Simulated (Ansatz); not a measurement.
Input and command of a plane-wave DFT calculation in Ansatz:

```yaml
crystal:
  lattice:
    - [0.0, 2.53604, 2.4385]
    - [2.53604, 0.0, 2.4385]
    - [2.53604, 2.53604, 0.0]
  atoms:
    - { symbol: "Y", position: [0.0, 0.0, 0.0] }
    - { symbol: "N", position: [0.5, 0.5, 0.5] }
basis:
  ecutwfc: 420
kpoints:
  mp_grid: { grid: [12, 12, 12] }
hamiltonian:
  xc: lda
scf:
  occupations: { method: gaussian, width: 0.03 }
output:
  forces: true
  stress: true
  eigenvalues: true
```

```bash
ansatz run input.yaml --threads 1 --pin off --max-ram 1228MiB --backend cpu --events-out ev --progress --plain --runs-dir out
```

Processor: Arm Neoverse N1, 1 thread, on a host shared with other jobs.

Q: Estimate time, memory and problem size.

A: About 4.9 s on 1 thread of Arm Neoverse N1 (shared host), peak memory 0.38 GiB. It solves 12 bands at 163 k points (the mesh reduced by the symmetry that the task leaves, which can be less than the crystal's) with about 601 plane waves, in 6 SCF iterations.
